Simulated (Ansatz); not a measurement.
Rows from a G0W0 calculation on SiC (Moissanite) (Ansatz 0.2.0; G0W0 on PBE, plane waves, PAW; PAW set soft_1; 6×6×2 mesh, 518 empty bands, screening to 150 eV, PAW set soft_1 files), in eV. Spin-orbit coupling is left out.

```csv
row,k,band,start,Σx,Σc at the solution,Vxc
A,"(0.000, -0.500, 0.000)",c2,11.719,-7.434,-4.110,-11.796
B,"(0.000, -0.500, 0.000)",v1,8.408,-18.607,2.308,-15.608
C,"(0.000, -0.500, 0.000)",c1,11.528,-7.563,-3.987,-11.782
D,Γ,c2,14.844,-9.057,-4.901,-14.461
E,Γ,v1,9.515,-18.339,1.980,-15.755
F,Γ,c1,14.674,-9.154,-4.854,-14.508
```

Question: Give the quasiparticle energies and the shift of each level.

The quasiparticle equation reads E = start + Σx + Σc(E) − Vxc.

```csv
row,E (eV),shift (eV)
A,11.971,+0.252
B,7.717,−0.691
C,11.760,+0.232
D,15.348,+0.504
E,8.911,−0.604
F,15.174,+0.500
```

Limits: not at the basis limit.

[Paths, hosts, dates, memory and timing lines, banners, echoed tables and standing remarks are left out of the program output.]

[Logs are printed without paths, hosts, clocks, repeated set-up lines and the standing remarks that a program may print on its own settings, such as how far it seeks lower states.]

[Runs of the session that timed out or met a known fault of the program may be left out.]

[Cells called generated may have been cut or substituted from an entry of the Crystallography Open Database or the Materials Project.]

[Hosts, paths, dates, database ids (printed as entryN), source tags and the programs' standing remarks are cut or masked in the printed files.]
